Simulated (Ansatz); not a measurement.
# Gap against strain: armchair graphene nanoribbon (N = 10, H edges)

How it was computed: Ansatz 0.2.0, plane waves with PAW datasets, PBE, Fermi-Dirac smearing of 0.05 eV, no spin-orbit coupling. The period is scaled from its relaxed value of 4.291 Å and the atoms relax, within the symmetry of the start, at each strain ε (in %); gaps, in eV, are read on a band path.

```tsv
period (Å)	energy (eV a cell)	place of the conduction minimum (Γ = 0, Z = 1)	ε	gap
4.120	+0.898	0.00	−4	1.034
4.291	0.000	0.00	0	1.121
4.377	+0.203	0.00	2	0.8993
4.463	+0.784	0.00	4	0.6775
4.549	+1.701	0.00	6	0.453
```

One run is withheld: period (Å) = 4.206, with ε = −2. Fit a straight line gap = a + b × ε to the 5 rows shown and predict it.

**Fit.** The means are 1.6 for ε and 0.837 for gap. The sum of products of deviations is −3.606 and the sum of squares in ε is 59.2, so b = −3.606 / 59.2 = −0.06091 and a = 0.837 − (−0.06091) × 1.6 = 0.9345. The residuals' standard deviation, with 3 degrees of freedom, is σ = 0.16.

**Prediction.** gap = 0.9345 + (−0.06091) × −2 = 1.056. The run gave 1.223, so the prediction less the run is −0.17. The standard error of a prediction there, σ√(1 + 1/5 + (−2 − 1.6)²/59.2), is 0.19, and the miss is 0.88 times that, for a point between the fitted rows. With so few rows σ is itself uncertain.

The gap does not move one way: it turns somewhere between ε = -4 and 0 %, and the true extreme can lie between the rows, beyond the values shown.

**Limits.** Kohn-Sham gaps of a wire among periodic images, which in a check on one flat ribbon (7 Å apart) lowered the gap by 0.2 eV and flattened the slope; the slope b × 100 is a mean deformation potential of the gap, in eV per unit strain. Between neighbouring runs it lies between −11.2 and 9.5 eV, so a bend, a kink or scatter between runs makes one line a rough account. The unstrained row comes from a denser mesh than the others, which shifts its energy a little. Series of this kind are told only where this holds: a gap at every strain (compound wires with polar facets were set aside first). 88 of 101 did.

[Logs are printed without paths, hosts, clocks, repeated set-up lines and the standing remarks that a program may print on its own settings, such as how far it seeks lower states.]
